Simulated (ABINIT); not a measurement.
Al:

```
CELL_PARAMETERS angstrom
0.00000 2.02481 2.02481
2.02481 0.00000 2.02481
2.02481 2.02481 0.00000
ATOMIC_POSITIONS crystal
Al 0.00000 0.00000 0.00000
```

Base run:

| Property | Result |
| --- | --- |
| Program | ABINIT 10.8.3 (patched build) |
| Functional | BP86 |
| Potentials or basis | JTH PAW PBE v2.0 |
| Cutoff | 544 eV |
| k mesh | 11 × 11 × 11 |
| Occupations | fermi-dirac, width 0.05 eV |
| Spin | no spin polarisation |

Its results: band gap on the k mesh none (metal or under the smearing width); pressure 0.4 GPa.

Question: After a change of settings the same cell gave: band gap on the k mesh none (metal or under the smearing width); pressure -1.7 GPa. Which change was it?
A. functional from BP86 to RPBE; potentials or basis from JTH PAW PBE v2.0 to PseudoDojo NC SR PBE v0.4.1 standard
B. functional from BP86 to PBEsol
C. functional from BP86 to HLE16; potentials or basis from JTH PAW PBE v2.0 to PseudoDojo NC SR PBE v0.4.1 standard
D. functional from BP86 to BLYP; potentials or basis from JTH PAW PBE v2.0 to PseudoDojo NC SR PBE v0.4.1 standard

Answer: B.

Caveats: the PAW data sets were made with another functional, which shifts forces and pressure a little.

Runs at the PBE level aren't shown here.
